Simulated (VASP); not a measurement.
Crystal: ZnO.

```
Zn O
1.0
     3.25000    0.00000    0.00000
    -1.62500    2.81458    0.00000
     0.00000    0.00000    5.20500
Zn O
2 2
Direct
  0.33333 0.66667 0.00000
  0.66667 0.33333 0.50000
  0.33333 0.66667 0.50000
  0.66667 0.33333 0.00000
```

Measurements of this composition are mostly on another form, of space group No. 186.

| Property | Result |
| --- | --- |
| Program | VASP 6.6.1 |
| Task | relaxation of cell and atoms |
| Functional | LDA |
| Potentials or basis | VASP PAW LDA potentials, release 64 (Zn, O) |
| Cutoff | 600 eV |
| k mesh | 9 × 9 × 6 |
| Occupations | gaussian, width 0.02 eV |
| Spin | no spin polarisation |

At the start: pressure -0.0 GPa; volume 11.90 Å³/atom.

How do energy, volume and symmetry change on relaxing?

Over 21 steps the energy falls by 69.9 meV/atom and the volume is 10.95 Å³/atom (-8.0 %); space group P6_3/mmc (No. 194, to 0.05 Å).

The path:
| step | energy change (eV) | largest force (eV/Å) | pressure (GPa) | volume (Å³) |
| --- | --- | --- | --- | --- |
| 1 | 0.0000 | 0.0000 | -0.05 | 47.61 |
| 2 | -0.0818 | 0.0000 | -3.67 | 47.56 |
| 3 | -0.1550 | 0.0000 | -8.11 | 47.34 |
| 4 | -0.2019 | 0.0000 | -6.63 | 46.48 |
| 5 | -0.2764 | 0.0000 | -1.42 | 44.24 |
| 6 | -0.2784 | 0.0000 | 1.13 | 43.48 |
| 7 | -0.2794 | 0.0000 | 0.28 | 43.74 |
| 8 | -0.2793 | 0.0000 | 0.62 | 43.66 |
| 9 | -0.2796 | 0.0000 | 0.22 | 43.76 |
| 10 | -0.2796 | 0.0000 | 0.16 | 43.80 |
| 11 | -0.2796 | 0.0000 | -0.28 | 43.88 |
| 12 | -0.2796 | 0.0000 | -0.14 | 43.83 |
| 13 | -0.2796 | 0.0000 | -0.05 | 43.81 |
| 14 | -0.2796 | 0.0000 | 0.08 | 43.81 |
| 15 | -0.2796 | 0.0000 | 0.03 | 43.81 |
| 16 | -0.2797 | 0.0000 | 0.00 | 43.81 |
| 17 | -0.2797 | 0.0000 | -0.03 | 43.82 |
| 18 | -0.2797 | 0.0000 | -0.03 | 43.82 |
| 19 | -0.2797 | 0.0000 | -0.08 | 43.82 |
| 20 | -0.2797 | 0.0000 | -0.06 | 43.82 |
| 21 | -0.2797 | 0.0000 | -0.02 | 43.81 |

Final structure:
```
CELL_PARAMETERS angstrom
3.37846 0.00000 0.00000
-1.68923 2.92583 0.00000
0.00000 0.00000 4.43214
ATOMIC_POSITIONS crystal
Zn 0.33333 0.66667 0.00000
Zn 0.66667 0.33333 0.50000
O 0.33333 0.66667 0.50000
O 0.66667 0.33333 0.00000
```
